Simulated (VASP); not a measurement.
# NiSb (Breithauptite): interstitial Li from one void to a neighbouring one

Wanted: the minimum-energy path in NiSb (Breithauptite) for this move: interstitial Li from one void to a neighbouring one. The start is a cell from a database of measured crystal structures.

Main program and level: VASP 6.6.1; PBE, spin-polarised from a ferromagnetic start; plane waves and PAW (Sb, Ni), in the first sound run; inputs show where later runs differ.

The database entry behind the starting cell differs from later determinations by our own check (c about 0.3 % short), so it need not match the best structure at ambient conditions.

**1. The host crystal**

The structure is hexagonal, space group P6_3/mmc (No. 194). Conventional cell: a = 3.928 Å, b = 3.928 Å, c = 5.120 Å, α = 90.00°, β = 90.00°, γ = 120.00°. Nearest to Sb lie 6 Ni at 2.60 Å. Nearest to Ni lie 2 Ni at 2.56 Å and 6 Sb at 2.60 Å. Farther neighbours are not listed.

**2. Relax the host**

First cell and atoms are relaxed at a raised cutoff, so that later runs start from this functional's own cell.

File INCAR:

```
SYSTEM = NiSb
PREC = Accurate
ENCUT = 360
EDIFF = 1E-06
NELM = 120
ISMEAR = 0
SIGMA = 0.1
LREAL = .FALSE.
ALGO = Normal
GGA = PE
NBANDS = 25
ISPIN = 2
MAGMOM = 0 0 1 1
LASPH = .TRUE.
LMAXMIX = 4
LORBIT = 11
LWAVE = .FALSE.
LCHARG = .FALSE.
KPAR = 3
IBRION = 2
NSW = 40
ISIF = 3
EDIFFG = -0.02
POTIM = 0.4
```

File POSCAR:

```
NiSb
1.0
    3.9280000000      0.0000000000      0.0000000000
   -1.9640000000      3.4017477861      0.0000000000
    0.0000000000      0.0000000000      5.1200000000
Sb Ni
2 2
Direct
    0.6666666667      0.3333333333      0.7500000000
    0.3333333333      0.6666666667      0.2500000000
    0.0000000000      0.0000000000      0.5000000000
    0.0000000000      0.0000000000      0.0000000000
```

File KPOINTS:

```
Automatic mesh
0
Gamma
6 6 4
0 0 0
```

PAW data sets: Sb and Ni (PBE family, release 64).

Run with:

```console
$ mpirun -np 3 vasp_std
```

What it wrote:

```text
[banner, memory and clock lines left out]
running    3 mpi-ranks, on    1 nodes
 distrk:  each k-point on    1 cores,    3 groups
 distr:  one band on    1 cores,    1 groups

 POSCAR found type information on POSCAR SbNi
 POSCAR found :  2 types and       4 ions
 LDA part: xc-table for (Slater+PW92), standard interpolation
 POSCAR, INCAR and KPOINTS ok, starting setup
 FFT: planning ... GRIDC
 FFT: planning ... GRID_SOFT
 FFT: planning ... GRID
 WAVECAR not read
 entering main loop
       N       E                     dE             d eps       ncg     rms          rms(c)
DAV:   1     0.146606518761E+03    0.14661E+03   -0.94783E+03  2108   0.929E+02
DAV:   2    -0.140845878629E+02   -0.16069E+03   -0.15134E+03  2260   0.232E+02
DAV:   3    -0.213789522151E+02   -0.72944E+01   -0.71541E+01  2596   0.602E+01
DAV:   4    -0.215226964197E+02   -0.14374E+00   -0.14354E+00  2415   0.843E+00
DAV:   5    -0.215276673028E+02   -0.49709E-02   -0.49707E-02  2674   0.160E+00    0.141E+01
DAV:   6    -0.243448493019E+02   -0.28172E+01   -0.21633E+01  2458   0.817E+01    0.180E+01
DAV:   7    -0.202958340029E+02    0.40490E+01   -0.93910E+00  2517   0.577E+01    0.346E+00
DAV:   8    -0.203156800983E+02   -0.19846E-01   -0.72311E-01  2924   0.739E+00    0.239E+00
DAV:   9    -0.202730437733E+02    0.42636E-01   -0.13217E-01  2541   0.560E+00    0.713E-01
DAV:  10    -0.202741151593E+02   -0.10714E-02   -0.44307E-03  2617   0.546E-01    0.359E-01
DAV:  11    -0.202744629039E+02   -0.34774E-03   -0.76909E-04  2471   0.339E-01    0.179E-01
DAV:  12    -0.202743349674E+02    0.12794E-03   -0.43722E-04  2580   0.339E-01    0.400E-02
DAV:  13    -0.202743457894E+02   -0.10822E-04   -0.43389E-05  2343   0.562E-02    0.237E-02
DAV:  14    -0.202743461883E+02   -0.39889E-06   -0.38089E-06  2309   0.196E-02
   1 F= -.20274346E+02 E0= -.20267646E+02  d E =-.202743E+02  mag=    -0.0002
 curvature:   0.00 expect dE= 0.000E+00 dE for cont linesearch  0.000E+00
 trial: gam= 0.00000 g(F)=  0.331E-47 g(S)=  0.721E-01 ort = 0.000E+00 (trialstep = 0.100E+01)
 search vector abs. value=  0.721E-01
 bond charge predicted
       N       E                     dE             d eps       ncg     rms          rms(c)
DAV:   1    -0.213599591630E+02   -0.10856E+01   -0.88688E+00  2417   0.429E+01    0.971E+00
DAV:   2    -0.234432126326E+02   -0.20833E+01   -0.19344E+01  2508   0.704E+01    0.153E+01
DAV:   3    -0.203394352818E+02    0.31038E+01   -0.68420E+00  2461   0.450E+01    0.243E+00
DAV:   4    -0.203066776336E+02    0.32758E-01   -0.23055E-01  2253   0.496E+00    0.118E+00
DAV:   5    -0.202920844850E+02    0.14593E-01   -0.14269E-02  3254   0.157E+00    0.247E-01
DAV:   6    -0.202917221737E+02    0.36231E-03   -0.17018E-03  2269   0.258E-01    0.881E-02
DAV:   7    -0.202917309192E+02   -0.87455E-05   -0.63024E-05  2530   0.630E-02    0.826E-02
DAV:   8    -0.202917745584E+02   -0.43639E-04   -0.76765E-05  2518   0.129E-01    0.615E-02
DAV:   9    -0.202917481005E+02    0.26458E-04   -0.53224E-05  2394   0.115E-01    0.265E-02
DAV:  10    -0.202917472641E+02    0.83643E-06   -0.14795E-06  1080   0.991E-03
   2 F= -.20291747E+02 E0= -.20285356E+02  d E =-.174011E-01  mag=    -0.0000
[...]
3 F= -.20297139E+02 E0= -.20290626E+02  d E =-.227928E-01  mag=    -0.0000
[...]
4 F= -.20297123E+02 E0= -.20290616E+02  d E =-.227771E-01  mag=     0.0000
 curvature:  -0.31 expect dE=-0.922E-04 dE for cont linesearch -0.125E-04
 ZBRENT: accuracy reached
 trial: gam= 0.02790 g(F)=  0.197E-47 g(S)=  0.300E-03 ort =-0.171E-02 (trialstep = 0.937E+00)
 search vector abs. value=  0.261E-03
 bond charge predicted
       N       E                     dE             d eps       ncg     rms          rms(c)
DAV:   1    -0.202976016894E+02   -0.47863E-03   -0.93003E-03  2485   0.608E-01    0.121E-01
DAV:   2    -0.202974110294E+02    0.19066E-03   -0.28961E-04  2867   0.265E-01    0.806E-02
DAV:   3    -0.202973866136E+02    0.24416E-04   -0.37191E-04  2482   0.335E-01    0.764E-02
DAV:   4    -0.202973028781E+02    0.83735E-04   -0.12871E-04  2669   0.199E-01    0.571E-03
DAV:   5    -0.202973037201E+02   -0.84199E-06   -0.16016E-05  2164   0.337E-02    0.457E-03
DAV:   6    -0.202973036860E+02    0.34118E-07   -0.23467E-07  1062   0.431E-03
   5 F= -.20297304E+02 E0= -.20290829E+02  d E =-.180429E-03  mag=    -0.0000
 trial-energy change:   -0.000180  1 .order   -0.000180   -0.000237   -0.000123
 step:   1.9575(harm=  1.9575)  dis= 0.00000  next Energy=   -20.297370 (dE=-0.247E-03)
 reached required accuracy - stopping structural energy minimisation
```

It took 44 s on 3 MPI ranks of Intel Xeon 6975P-C (Granite Rapids), shared host; peak memory 0.52 GiB; 2.1 min of CPU time.

The logs omit lines about the potential files and the build; timing stands in the text.

Parts of OUTCAR (step 2):

```text
ion  position               nearest neighbor table
   1  0.667  0.333  0.750-   3 2.60   4 2.60   3 2.60   4 2.60   3 2.60   4 2.60   2 3.42   2 3.42
                             2 3.42   2 3.42   2 3.42   2 3.42
   2  0.333  0.667  0.250-   3 2.60   4 2.60   3 2.60   4 2.60   3 2.60   4 2.60   1 3.42   1 3.42
                             1 3.42   1 3.42   1 3.42   1 3.42
   3  0.000  0.000  0.500-   4 2.56   4 2.56   1 2.60   2 2.60   1 2.60   2 2.60   1 2.60   2 2.60

  LATTYP: Found a hexagonal cell.
 ALAT       =     3.9280000000
 C/A-ratio  =     1.3034623218

 Subroutine GETGRP returns: Found 24 space group operations
 (whereof 12 operations were pure point group operations)

The static configuration has the point symmetry D_3d.
 The point group associated with its full space group is D_6h.

 Found     21 irreducible k-points:

   k-points           NKPTS =     21   k-points in BZ     NKDIM =     21   number of bands    NBANDS=     25

   dimension x,y,z NGX =    24 NGY =   24 NGZ =   32
   dimension x,y,z NGXF=    48 NGYF=   48 NGZF=   64

   ENCUT  =  360.0 eV  26.46 Ry    5.14 a.u.   6.08  6.08  7.92*2*pi/ulx,y,z

   NELECT =      30.0000    total number of electrons

 k-points in reciprocal lattice and weights: Automatic mesh
   0.00000000  0.00000000  0.00000000       0.007
   0.16666667  0.00000000  0.00000000       0.042
   0.33333333  0.00000000  0.00000000       0.042
   0.50000000  0.00000000  0.00000000       0.021
   0.16666667  0.16666667  0.00000000       0.042
   0.33333333  0.16666667  0.00000000       0.083
   0.33333333  0.33333333  0.00000000       0.014
   0.00000000  0.00000000  0.25000000       0.014
   0.16666667  0.00000000  0.25000000       0.083
[...]
0.33333333  0.16666667  0.50000000       0.083
   0.33333333  0.33333333  0.50000000       0.014

 average (electrostatic) potential at core
       1 -83.4121       2 -83.4121       3 -81.8479       4 -81.8479

 E-fermi :   9.6602

 spin component 1
 k-point     1 :       0.0000    0.0000    0.0000
  band No.  band energies     occupation
    ...
      9       7.5778      1.00000
     10       7.5778      1.00000
     11       8.3267      1.00000
     12       8.3267      1.00000
     13       9.5776      0.87879
     14      10.2027      0.00000
     15      10.2027      0.00000
     16      12.0306      0.00000
     17      12.0306      0.00000
     18      12.7486      0.00000
    ...

 k-point     2 :       0.1667    0.0000    0.0000
  band No.  band energies     occupation
    ...
     11       8.3083      1.00000
     12       8.3285      1.00000
     13       8.5447      1.00000
     14       9.2910      1.00000
     15       9.4680      0.99672
     16      10.9948      0.00000
     17      12.7858      0.00000
     18      12.9040      0.00000
     19      14.2401      0.00000
     20      15.2462      0.00000
    ...

 k-point     3 :       0.3333    0.0000    0.0000
  band No.  band energies     occupation
    ...
     11       7.7596      1.00000
     12       8.1553      1.00000
     13       8.2774      1.00000
     14       8.3341      1.00000
     15       8.9257      1.00000
     16       9.8145      0.01458
     17      11.3039      0.00000
     18      13.3384      0.00000
     19      13.3416      0.00000
     20      15.3217      0.00000
    ...

 k-point     4 :       0.5000    0.0000    0.0000
  band No.  band energies     occupation
    ...
     12       7.8238      1.00000
     13       8.0845      1.00000
     14       8.2661      1.00000
     15       8.3383      1.00000
     16       9.2175      1.00000
     17      10.7097      0.00000
     18      13.0387      0.00000
     19      13.4565      0.00000
     20      14.9256      0.00000
     21      14.9363      0.00000
    ...

 k-point     5 :       0.1667    0.1667    0.0000
  band No.  band energies     occupation
    ...
     11       7.7578      1.00000
     12       8.2895      1.00000
     13       8.3273      1.00000
     14       8.4096      1.00000
     15       9.2242      1.00000
     16      11.3447      0.00000
     17      11.5445      0.00000
     18      11.7848      0.00000
     19      13.9435      0.00000
     20      14.8385      0.00000
    ...

 k-point     6 :       0.3333    0.1667    0.0000
  band No.  band energies     occupation
    ...
     11       7.8869      1.00000
     12       7.9238      1.00000
     13       8.2761      1.00000
     14       8.3251      1.00000
     15       8.5391      1.00000
     16       9.9404      0.00004
     17      10.4533      0.00000
     18      11.5837      0.00000
     19      13.0609      0.00000
     20      14.2744      0.00000
    ...

  Total       -0.0727923     -0.0727923      0.0296361      0.0000000      0.0000000      0.0000000
  in kB       -1.6526091     -1.6526091      0.6728301      0.0000000      0.0000000      0.0000000
  external PRESSURE =      -0.8774627 kB  Pullay stress =       0.0000000 kB

  energy-cutoff  :      360.00
  volume of cell :       70.57
      direct lattice vectors                 reciprocal lattice vectors
     3.964721013 -0.000000000  0.000000000     0.252224557  0.145621916 -0.000000000
    -1.982360506  3.433549116 -0.000000000     0.000000000  0.291243831  0.000000000
     0.000000000 -0.000000000  5.184056340    -0.000000000  0.000000000  0.192899138

 POSITION                                       TOTAL-FORCE (eV/Angst)
 -----------------------------------------------------------------------------------
      1.98236      1.14452      3.88804         0.000000     -0.000000      0.000000
     -0.00000      2.28903      1.29601        -0.000000      0.000000      0.000000
      0.00000     -0.00000      2.59203         0.000000      0.000000      0.000000
      3.96472     -0.00000      0.00000         0.000000     -0.000000      0.000000
 -----------------------------------------------------------------------------------
    total drift:                               -0.000000      0.000000     -0.000000

  FREE ENERGIE OF THE ION-ELECTRON SYSTEM (eV)
  ---------------------------------------------------
  free  energy   TOTEN  =       -20.2973036860 eV

  energy  without entropy=      -20.2843534556  energy(sigma->0) =      -20.29082857

 reached required accuracy - stopping structural energy minimisation

 total charge
# of ion       s       p       d       tot
------------------------------------------
    1        1.136   1.206   0.070   2.412
    2        1.136   1.206   0.070   2.412
    3        0.441   0.457   8.439   9.338
    4        0.441   0.457   8.439   9.338
--------------------------------------------------
tot          3.154   3.327  17.019  23.500

 magnetization (x)
# of ion       s       p       d       tot
------------------------------------------
    1       -0.000  -0.000   0.000  -0.000
    2       -0.000  -0.000   0.000  -0.000
    3        0.000  -0.000  -0.000  -0.000
    4        0.000  -0.000  -0.000  -0.000
--------------------------------------------------
tot          0.000  -0.000  -0.000  -0.000

[... 1 further part left out ...]
```

CONTCAR:

```
NiSb
   1.00000000000000
     3.9647210125911476   -0.0000000000000000    0.0000000000000000
    -1.9823605062955738    3.4335491158575944   -0.0000000000000000
     0.0000000000000000   -0.0000000000000000    5.1840563396432575
  Sb              Ni
     2     2
Direct
     0.6666666667000030    0.3333333332999970    0.7500000000000000
     0.3333333332999970    0.6666666667000030    0.2500000000000000
     0.0000000000000000    0.0000000000000000    0.5000000000000000
     1.0000000000000000    0.0000000000000000    0.0000000000000000
```

The moments of the start collapse, so the state is non-magnetic; other starts or orders were not tried. The k-mesh is coarse for a metal. The run keeps the 24 symmetry operations of its start, so it cannot find a distortion of lower symmetry.

The steps of the relaxation:

```csv
step,energy less that of the first step (eV),largest force (eV/Å),pressure (GPa),volume (Å³)
1,0.0000,0.0000,3.69,68.41
2,-0.0174,0.0000,-1.83,71.58
3,-0.0228,0.0000,0.13,70.49
4,-0.0228,0.0000,-0.10,70.57
5,-0.0230,0.0000,-0.09,70.57
```

| conventional cell, symmetrised | before | after | change |
| --- | --- | --- | --- |
| a (Å) | 3.928 | 3.965 | +0.9 % |
| b (Å) | 3.928 | 3.965 | +0.9 % |
| c (Å) | 5.120 | 5.184 | +1.3 % |
| volume (Å³/atom) | 17.10 | 17.64 | +3.2 % |

Final coordinates:

```xyz
4
Lattice="3.9647 0.0000 0.0000 -1.9824 3.4335 0.0000 0.0000 0.0000 5.1841" Properties=species:S:1:pos:R:3 pbc="T T T"
Sb    1.9824    1.1445    3.8880
Sb    0.0000    2.2890    1.2960
Ni    0.0000    0.0000    2.5920
Ni    0.0000    0.0000    0.0000
```

This step gave:

```
electronic cycles                               : 44
electrons                                       : 30
free energy (TOTEN)                             : -20.30 eV
energy at zero smearing                         : -20.29 eV
Fermi energy                                    : 9.660 eV
labelled metallic, from the levels on this mesh : yes
```

The spin moment in the PAW sphere vanishes on all atoms.

The run ended after 5 ionic steps, 0.023 eV below its first step, once forces and stress met EDIFFG = -0.02.

(Continued in part 2 of 4.)

[Lines on the potential files, build, host, timing and source positions are cut from VASP's logs without a mark.]

[Logs are printed without paths, hosts, clocks, repeated set-up lines and the standing remarks that a program may print on its own settings, such as how far it seeks lower states.]

[Hosts, paths, dates, database ids (printed as entryN), source tags and the programs' standing remarks are cut or masked in the printed files.]

[Runs that stopped without an error message from VASP are left out.]
